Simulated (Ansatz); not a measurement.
**CsSnI3 in Ansatz, vacancy hop by nudged elastic band**

The input file (Ansatz 0.2.0, plane waves):

```yaml
crystal:
  lattice:
    - [6.185972, 0.0, 0.0]
    - [0.0, 6.185972, 0.0]
    - [0.0, 0.0, 12.371944]
  atoms:
    - { symbol: Cs, position: [-0.00645594, -0.00087268, 0.00517721] }
    - { symbol: I, position: [0.50042219, -0.00020098, 0.24770657] }
    - { symbol: I, position: [0.49721396, 0.49867297, 0.00086272] }
    - { symbol: Sn, position: [0.50133541, 0.50665106, 0.24642073] }
    - { symbol: Cs, position: [0.00102939, -0.00159416, 0.49979912] }
    - { symbol: I, position: [0.00213724, 0.50085736, 0.74900774] }
    - { symbol: I, position: [0.50258506, 0.00053209, 0.7492642] }
    - { symbol: I, position: [0.50075592, 0.50178177, 0.49972212] }
    - { symbol: Sn, position: [0.50232833, 0.50210515, 0.74871213] }
kpoints:
  mp_grid: { grid: [2, 2, 1] }
magnetization:
  spin_polarized: false
scf:
  occupations: { method: fermi_dirac, width: 0.1 }
hamiltonian:
  pseudopotentials: { kind: paw }
  xc: pbe
basis:
  ecutwfc: 420
neb:
  images: 5
  relax_end_points: true
  climbing: true
  f_tol: 0.1
  max_iterations: 40
  order_check: false
  final_atoms:
    - { symbol: Cs, position: [-0.00645594, -0.00087268, 0.00517721] }
    - { symbol: I, position: [0.50042219, -0.00020098, 0.24770657] }
    - { symbol: I, position: [0.99640087, 0.49843135, 0.24853298] }
    - { symbol: Sn, position: [0.50133541, 0.50665106, 0.24642073] }
    - { symbol: Cs, position: [0.00102939, -0.00159416, 0.49979912] }
    - { symbol: I, position: [0.00213724, 0.50085736, 0.74900774] }
    - { symbol: I, position: [0.50258506, 0.00053209, 0.7492642] }
    - { symbol: I, position: [0.50075592, 0.50178177, 0.49972212] }
    - { symbol: Sn, position: [0.50232833, 0.50210515, 0.74871213] }
```

The command:

```bash
ansatz run input.yaml --threads 4 --pin off --max-ram 8192MiB --backend cpu --events-out ev --progress --plain --runs-dir out
```

Origin of the cell: a database entry, scaled a little.

The cell is 1×1×2 cells of CsSnI3 with one I taken out; atom 3 (I) hops into the empty site, 4.35 Å away before the end points are relaxed. All atoms were shaken by about 0.02 Å first.

Output (shortened):

```
SCF iter   1: F=—  HF=-60960.555630 eV  Δρ=3.82e-3  dr2=2.69e-1  defer=4
SCF iter   2: F=—  HF=-60960.524882 eV  Δρ=1.74e-3  dr2=2.56e-2  defer=16
SCF iter   3: F=—  HF=-60960.517579 eV  Δρ=9.52e-4  dr2=1.04e-2  defer=16
[… 3 lines left out …]
SCF iter   7: F=—  HF=-60960.515176 eV  Δρ=1.89e-5  dr2=4.04e-6  defer=16
SCF iter   8: F=—  HF=-60960.515176 eV  Δρ=7.29e-6  dr2=5.54e-7  defer=16
SCF iter   9: F=-60960.515176 eV  HF=-60960.515176 eV  Δρ=2.22e-6  dr2=2.83e-8
NEB iter   1: max|band force component| = 8.296e1 eV/Å  barrier→ = 30.5812 eV  barrier← = 30.4865 eV  Δτ_max = 0.2000 Å  (73 SCF iters)
NEB iter   2: max|band force component| = 3.938e1 eV/Å  barrier→ = 14.8883 eV  barrier← = 14.7936 eV  Δτ_max = 0.2000 Å  (49 SCF iters)
NEB iter   3: max|band force component| = 2.084e1 eV/Å  barrier→ = 7.5420 eV  barrier← = 7.4474 eV  Δτ_max = 0.1993 Å  (49 SCF iters)
NEB iter   4: max|band force component| = 1.061e1 eV/Å  barrier→ = 3.5690 eV  barrier← = 3.4743 eV  Δτ_max = 0.2000 Å  (48 SCF iters)
NEB iter   5: max|band force component| = 5.930e0 eV/Å  barrier→ = 2.2872 eV  barrier← = 2.1925 eV  Δτ_max = 0.2000 Å  (47 SCF iters)
NEB iter   6: max|band force component| = 2.769e0 eV/Å  barrier→ = 1.3441 eV  barrier← = 1.2494 eV  Δτ_max = 0.2000 Å  (47 SCF iters)
NEB iter   7: max|band force component| = 2.024e0 eV/Å  barrier→ = 1.1266 eV  barrier← = 1.0319 eV  Δτ_max = 0.1987 Å  (46 SCF iters)
NEB iter   8: max|band force component| = 9.381e-1 eV/Å  barrier→ = 0.8770 eV  barrier← = 0.7823 eV  Δτ_max = 0.1988 Å  (45 SCF iters)
NEB iter   9: max|band force component| = 5.385e-1 eV/Å  barrier→ = 0.7323 eV  barrier← = 0.6376 eV  Δτ_max = 0.1969 Å  (45 SCF iters)
NEB iter  10: max|band force component| = 2.944e-1 eV/Å  barrier→ = 0.6034 eV  barrier← = 0.5088 eV  CI = image 4  Δτ_max = 0.2000 Å  (46 SCF iters)
[… 3 lines left out …]
NEB iter  14: max|band force component| = 2.201e-1 eV/Å  barrier→ = 0.3269 eV  barrier← = 0.2322 eV  CI = image 4  Δτ_max = 0.1957 Å  (44 SCF iters)
NEB iter  15: max|band force component| = 2.108e-1 eV/Å  barrier→ = 0.2942 eV  barrier← = 0.1996 eV  CI = image 4  Δτ_max = 0.2000 Å  (41 SCF iters)
NEB iter  16: max|band force component| = 4.031e-1 eV/Å  barrier→ = 0.3683 eV  barrier← = 0.2736 eV  CI = image 4  Δτ_max = 0.0994 Å  (40 SCF iters)
NEB iter  17: max|band force component| = 4.131e-1 eV/Å  barrier→ = 0.3245 eV  barrier← = 0.2298 eV  CI = image 4  Δτ_max = 0.1936 Å  (38 SCF iters)
NEB iter  18: max|band force component| = 2.885e-1 eV/Å  barrier→ = 0.2449 eV  barrier← = 0.1503 eV  CI = image 4  Δτ_max = 0.2000 Å  (40 SCF iters)
NEB iter  19: max|band force component| = 2.827e-1 eV/Å  barrier→ = 0.3416 eV  barrier← = 0.2469 eV  CI = image 4  Δτ_max = 0.2000 Å  (39 SCF iters)
NEB iter  20: max|band force component| = 1.133e-1 eV/Å  barrier→ = 0.3619 eV  barrier← = 0.2672 eV  CI = image 4  Δτ_max = 0.1866 Å  (38 SCF iters)
NEB iter  21: max|band force component| = 2.154e-1 eV/Å  barrier→ = 0.3012 eV  barrier← = 0.2065 eV  CI = image 4  Δτ_max = 0.0939 Å  (40 SCF iters)
NEB iter  22: max|band force component| = 1.487e-1 eV/Å  barrier→ = 0.2687 eV  barrier← = 0.1740 eV  CI = image 4  Δτ_max = 0.1858 Å  (36 SCF iters)
NEB iter  23: max|band force component| = 6.777e-2 eV/Å  barrier→ = 0.2286 eV  barrier← = 0.1339 eV  CI = image 4  Δτ_max = 0.0000 Å  (37 SCF iters)
--- NEB band (7 images, 23 band iterations, 1019 SCF iterations, 322 more in tests of the images' electronic states and relaxations of end points) ---
  forward barrier  = 0.228552 eV
  backward barrier = 0.133893 eV
  lagrangian_above_aufbau_ev (what the smearing adds, to first order; not taken off the barriers): saddle image -0.068595 eV, end points -0.081323 and -0.047007 eV
  climbing image's point = of an order that was not read
  energies are F+E_penalty+E_count in eV, relative to image 0
  image     s (Å)  Δ vs image 0  max|band force component| (eV/Å)
      0    0.0000      0.000000                                 —
      1    1.7875      0.064409                          2.030e-3
      2    3.5755      0.099660                          1.391e-2
      3    5.3638      0.210300                          5.531e-2
  *   4    7.1518      0.228552                          6.562e-2
      5   10.0982      0.131739                          6.777e-2
      6   13.0448      0.094658                                 —
```

The converged band:

| image | path over all atoms (Å) | ΔF (eV) | I x | y | z (Å) |
| --- | --- | --- | --- | --- | --- |
| 0 | 0.00 | 0.000 | 1.51 | 2.99 | 0.63 |
| 1 | 1.79 | 0.064 | 2.69 | 2.83 | 0.53 |
| 2 | 3.58 | 0.100 | 3.94 | 3.14 | 0.45 |
| 3 | 5.36 | 0.210 | 4.32 | 3.26 | 0.43 |
| 4 | 7.15 | 0.229 | 3.76 | 3.51 | 0.08 |
| 5 | 10.10 | 0.132 | 4.93 | 3.24 | 0.99 |
| 6 | 13.04 | 0.095 | 6.16 | 2.60 | 2.78 |

Relaxed start, forces in eV/Å:

```xyz
9
Lattice="6.186 0.000 0.000 0.000 6.186 0.000 0.000 0.000 12.372" Properties=species:S:1:pos:R:3:forces:R:3 pbc="T T T" image=0
Cs   -0.387   -0.063   -0.682    0.001   -0.001   -0.004
I     4.103   -0.181    2.717   -0.001    0.000    0.002
I     1.510    2.991    0.633    0.002   -0.001    0.002
Sn    4.978    3.316    3.573   -0.007   -0.003    0.011
Cs    0.217    0.083    6.195   -0.002    0.000    0.001
I    -0.127    3.121    8.927    0.007    0.000    0.004
I     2.847    0.035    9.182    0.000    0.003    0.003
I     2.897    3.142    5.618    0.005    0.001   -0.009
Sn    2.527    3.071   10.190   -0.004    0.000   -0.009
```

Highest image (4), forces in eV/Å:

```xyz
9
Lattice="6.186 0.000 0.000 0.000 6.186 0.000 0.000 0.000 12.372" Properties=species:S:1:pos:R:3:forces:R:3 pbc="T T T" image=4
Cs    0.533    0.191    0.439    0.005   -0.029   -0.012
I     3.935   -0.146    3.896    0.022   -0.049   -0.006
I     3.762    3.514    0.076    0.009    0.023    0.016
Sn    3.867    3.175    3.021    0.002    0.005   -0.011
Cs    0.014   -0.132    7.083   -0.005   -0.046   -0.007
I     0.423    3.020    9.880   -0.037    0.038    0.027
I     3.311    0.033    9.547   -0.062    0.065    0.034
I     1.766    2.917    5.859    0.011   -0.014    0.022
Sn    3.014    2.941    8.596    0.054    0.006   -0.063
```

Relaxed end, forces in eV/Å:

```xyz
9
Lattice="6.186 0.000 0.000 0.000 6.186 0.000 0.000 0.000 12.372" Properties=species:S:1:pos:R:3:forces:R:3 pbc="T T T" image=6
Cs    0.375   -0.323   -0.018   -0.006    0.001   -0.002
I     3.543    0.044    2.481    0.001   -0.001   -0.002
I     6.157    2.604    2.775    0.003   -0.001    0.005
Sn    2.874    3.339    2.948   -0.004    0.003   -0.006
Cs   -0.605    0.413    6.183    0.004   -0.001    0.002
I    -0.033    2.631    9.618    0.005   -0.002   -0.005
I     3.561    0.059    9.805    0.002    0.000    0.007
I     2.912    3.393    6.188    0.000    0.002    0.001
Sn    2.871    3.353    9.438   -0.005   -0.001    0.002
```

Barrier of this path: 0.23 eV forwards, 0.13 eV backwards, after 23 band iterations.

Caveats: no moments, though an odd count or open d shells may carry them; no spin-orbit coupling, though heavy elements are present; the highest image isn't shown to be the top of the path; the k mesh is coarse if the cell is a metal; a small cell with a neutral vacancy and no spin, whose shape can make like sites unlike; the cell is held at a rescaled volume, and strain moves barriers; the hop was drawn among near neighbours and need not be the easiest path; few images and a loose tolerance, and neither the top nor the ends were tested for their order; another atom moves far along the path.

Time: 600 s of wall time on 4 CPU thread(s) of a shared host, from the program's own first density.
